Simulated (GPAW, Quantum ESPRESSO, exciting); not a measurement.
**One calculation of ZrS2, 3 ways**

```xyz
3
Lattice="3.6914 0.0000 0.0000 -1.8457 3.1968 0.0000 0.0000 0.0000 6.0411" Properties=species:S:1:pos:R:3 pbc="T T T"
Zr    0.0000    0.0000    0.0000
S     0.0000    2.1312    1.4372
S     1.8457    1.0656    4.6038
```

The cell is a database's computed one, not the measured one.

Alike in all runs: task band structure; functional LDA; k mesh 8 × 8 × 5; occupations fermi-dirac, width 0.05 eV; no spin polarisation; no spin-orbit coupling. LDA stands for any of its common fits. Pressure is positive in compression and, in plane waves, holds the error of the finite cutoff. Gaps are the smaller of the mesh's and the band path's.

```tsv
program and potentials	plane-wave cutoff (eV)	notes	band gap (eV)	pressure (GPa)	largest force (eV/Å)
Quantum ESPRESSO, PseudoDojo 0.4.1 SR LDA standard	952	-	0.90	-4.51	0.291
exciting, all-electron LAPW+lo, shipped species files, valence relativity iora*	-	-	0.91	-	-
GPAW, the program's PAW data sets (release 1.2.1) made for this functional	600	-	0.91	-4.96	0.342
```

Force on atom 2 (S), eV/Å:

| program and potentials | x | y | z |
| --- | --- | --- | --- |
| Quantum ESPRESSO, PseudoDojo 0.4.1 SR LDA standard | 0.000 | 0.000 | -0.291 |
| GPAW, the program's PAW data sets (release 1.2.1) made for this functional | 0.000 | 0.000 | -0.342 |

The band gap spans 0.90 (Quantum ESPRESSO, PseudoDojo 0.4.1 SR LDA standard) to 0.91 eV (exciting, all-electron LAPW+lo, shipped species files, valence relativity iora*), with all-electron results at 0.91. The pressure spans -4.96 (GPAW, the program's PAW data sets (release 1.2.1) made for this functional) to -4.51 GPa (Quantum ESPRESSO, PseudoDojo 0.4.1 SR LDA standard). The paths' points differ, which is worth about 0.01 eV.

The functional is the same throughout but for its coding, so the spread measures potentials, basis and numerics; runs on potential files found faulty are left out.

The three calculations agree on the gap of ZrS2 to within the difference expected from their band paths, so the choice of potential or basis hardly matters here. The gap separates mainly S 3p valence states from empty Zr 4d states, as expected for formally d⁰ Zr(IV). Its value of 0.90 to 0.91 eV is well below the known gap of the bulk crystal. Since the all-electron result is just as low, the likely cause is the local functional, whose Kohn-Sham gap lacks the derivative discontinuity, rather than the pseudopotentials.

The negative pressures show that the cell is stretched relative to the LDA equilibrium, and the force on sulphur points towards the Zr plane, favouring a thinner S-Zr-S layer and shorter Zr-S bonds. Both fit LDA's usual overbinding, and suggest that the database geometry came from a less strongly binding functional. The pressure alone does not show how the contraction would divide between the layers and the space between them, so the gap at LDA's own equilibrium remains open.
